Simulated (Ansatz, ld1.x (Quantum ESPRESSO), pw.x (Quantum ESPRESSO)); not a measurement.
From atom to crystal: TM potential for mercury (Hg)

- Element: mercury
- Generator: ld1.x (Quantum ESPRESSO) 7.5
- Type: norm-conserving Troullier–Martins (Kleinman–Bylander form)
- Functional: PBE
- Relativity: scalar-relativistic
- Frozen core: [Xe] 4f14
- Valence charge: 12
- Reference configuration: 5d10 6s2 6p0
- Partial waves: 6p (bound, empty): rc 2.30 bohr; 5d (bound): rc 1.35 bohr; 6s (bound): rc 2.35 bohr
- Local potential: the s channel
- Core correction: none

Crystal test: fcc Hg in pw.x 7.5, no spin, 11³ k-points, Fermi–Dirac smearing 0.01 Ry, cutoffs 110/440 Ry. The reference is all-electron LAPW (Ansatz 0.2.0) with the same functional, mesh and smearing; V0 and B0 come from Birch–Murnaghan fits to the pressures at five volumes. Errors are pseudo minus all-electron; Δ is the rms difference of the E(V) curves that follow from these fits, minima aligned, over ±6 % about the mean V0. Mesh and smearing are coarse, so the numbers serve the comparison and aren't converged zero-temperature values; the lattice is a test structure that the element need not adopt.

```json
{"V (Å³/atom)": "29.353", "P all-electron (GPa)": "0.22", "P pseudo (GPa)": "0.42"}
{"V (Å³/atom)": "30.126", "P all-electron (GPa)": "0.11", "P pseudo (GPa)": "0.29"}
{"V (Å³/atom)": "30.898", "P all-electron (GPa)": "0.02", "P pseudo (GPa)": "0.18"}
{"V (Å³/atom)": "31.670", "P all-electron (GPa)": "-0.07", "P pseudo (GPa)": "0.07"}
{"V (Å³/atom)": "32.443", "P all-electron (GPa)": "-0.16", "P pseudo (GPa)": "-0.04"}
```

All-electron: a0 = 4.988 Å (V0 = 31.03 Å³/atom), B0 = 3.7 GPa.

Pseudopotential: mean pressure error (GPa): +0.16; a0 (Å): 5.047; a0 error (%): +1.17; B0 error (%): +15.0; Δ (meV/atom): 1.0. This is a poor potential for the solid.

Question: At the middle volume, how do free energy and pressure move when the wave cutoff is lowered (ecutrho kept at four times it)?

Answer:

```csv
cutoff (Ry),shift of F (meV/atom),shift of P (GPa)
50,+204.6,-0.02
66,+121.4,-2.01
88,+7.7,-0.45
```

The run at the middle volume (56 k-points, 7 iterations) took about 40 s on one core of a shared host (Neoverse-V1, 32 threads, 247 GiB, load 8).
